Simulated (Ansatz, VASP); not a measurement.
**Two plane-wave programs on SnO**

INCAR

```
SYSTEM = SnO
PREC = Accurate
ENCUT = 520
EDIFF = 1E-6
ISMEAR = -1
SIGMA = 0.02
LREAL = .False.
LASPH = .True.
NELM = 100
ALGO = Normal
ISIF = 2
LWAVE = .False.
LCHARG = .True.
GGA = PE
LELF = .True.
LVHAR = .True.
NBANDS = 17
```

File KPOINTS:

```
regular mesh
0
Gamma
  8 8 8
  0 0 0
```

File POSCAR:

```
SnO
1.0
    3.2607495069      0.0000000000      0.0000000000
    0.0000000000      3.2607495069      0.0000000000
    0.0000000000      0.0000000000      3.1034067830
Sn O
1 1
Direct
    0.0000000000      0.0000000000      0.0000000000
    0.5000000000      0.5000000000      0.5000000000
```

Input for Ansatz:

```yaml
crystal:
  lattice:
    - [3.2607495069, 0.0, 0.0]
    - [0.0, 3.2607495069, 0.0]
    - [0.0, 0.0, 3.103406783]
  atoms:
    - { symbol: Sn, position: [0.0, 0.0, 0.0] }
    - { symbol: O, position: [0.5, 0.5, 0.5] }
kpoints:
  mp_grid: { grid: [8, 8, 8] }
  band_path:
    path:
      - [0.0, 0.0, 0.0]
      - [0.0, 0.5, 0.0]
      - [0.5, 0.5, 0.0]
      - [0.5, 0.5, 0.5]
      - [0.0, 0.125, -0.5]
    npoints: 1
hamiltonian:
  xc: pbe
scf:
  occupations: { method: fermi_dirac, width: 0.02 }
  n_extra_bands: 4
output:
  forces: true
  stress: true
  eigenvalues: true
```

Change from the starting cell: biaxial_xy strain +5.1%.

Alike in both runs: task single point; functional PBE; k mesh 8 × 8 × 8; occupations fermi-dirac, width 0.02 eV; no spin polarisation.

```csv
,VASP,Ansatz
version,VASP 6.6.1,Ansatz 0.2.0
potentials or method,"VASP PAW PBE potentials, release 64 (Sn_d, O)","plane waves, PAW"
plane-wave cutoff (eV),520,420
valence electrons in the cell,20,20
```

```tsv
	VASP	Ansatz	Ansatz less VASP
pressure (GPa)	-6.1	-5.9	+0.13
largest component of the traceless stress (GPa)	4.00	4.00	-0.003
```
